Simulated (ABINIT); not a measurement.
Set up this calculation in ABINIT 10.8.3 (patched build), as the native input.

| Property | Result |
| --- | --- |
| Task | equation of state |
| Functional | PBE |
| Potentials or basis | JTH PAW PBE v2.0 |
| Cutoff | 517 eV |
| k mesh | 10 × 10 × 8 |
| Occupations | fermi-dirac, width 0.05 eV |
| Spin | no spin polarisation |
| Fine-grid cutoff | 1034.03 eV |
| Exchange and correlation inside the PAW spheres | full angular mesh (pawxcdev 0, this build's default; the released program takes 1) |

Crystal: HfB2.

```
CELL_PARAMETERS angstrom
3.14000 0.00000 0.00000
-1.57000 2.71932 0.00000
0.00000 0.00000 3.48000
ATOMIC_POSITIONS crystal
Hf 0.00000 0.00000 0.00000
B 0.66667 0.33333 0.50000
B 0.33333 0.66667 0.50000
```

The input as run:

run.abi

```
ndtset 7
getwfk -1
scalecart1 3*0.9795861087
scalecart2 3*0.9864848297
scalecart3 3*0.9932883884
scalecart4 3*1.0000000000
scalecart5 3*1.0066227096
scalecart6 3*1.0131594038
scalecart7 3*1.0196128224

pp_dirpath "./"
pseudos "Hf.GGA_PBE-JTH.xml, B.GGA_PBE-JTH.xml"

acell 3*1.0 Angstrom
rprim
     3.1400000000     0.0000000000     0.0000000000
    -1.5700000000     2.7193197679     0.0000000000
     0.0000000000     0.0000000000     3.4800000000
ntypat 2
znucl 72 5
natom 3
typat 1 2 2
xred
     0.0000000000     0.0000000000     0.0000000000
     0.6666666667     0.3333333333     0.5000000000
     0.3333333333     0.6666666667     0.5000000000

ecut 19.0
pawecutdg 38.0

kptopt 1
ngkpt 10 10 8
nshiftk 1
shiftk 0.0 0.0 0.0

ixc 11

nband 13
occopt 3
tsmear 0.05 eV

nstep 100
tolvrs 1.0e-9

iomode 3
prtwf 1
prtden 0
prteig 0
prtebands 0
enunit 2
```

Potentials or basis: JTH PAW PBE v2.0.

Launch:

```bash
$ abinit run.abi > log 2>&1
```

Results of the run:

- Equilibrium volume: 9.96 Å³/atom
- Bulk modulus at fixed shape and positions: 253 GPa
- Pressure derivative of the bulk modulus: 3.9

Caveat: pressures at fixed basis lie under the slope of the energies; the cell was scaled at fixed shape and fractional positions, which overstates the stiffness of a crystal with free parameters, most of all of layers and chains; the atomic spheres overlap.

It took 110 s on 1 thread of Intel(R) Xeon(R) Processor @ 2.70GHz, with other jobs on the host, peak memory 0.16 GiB.
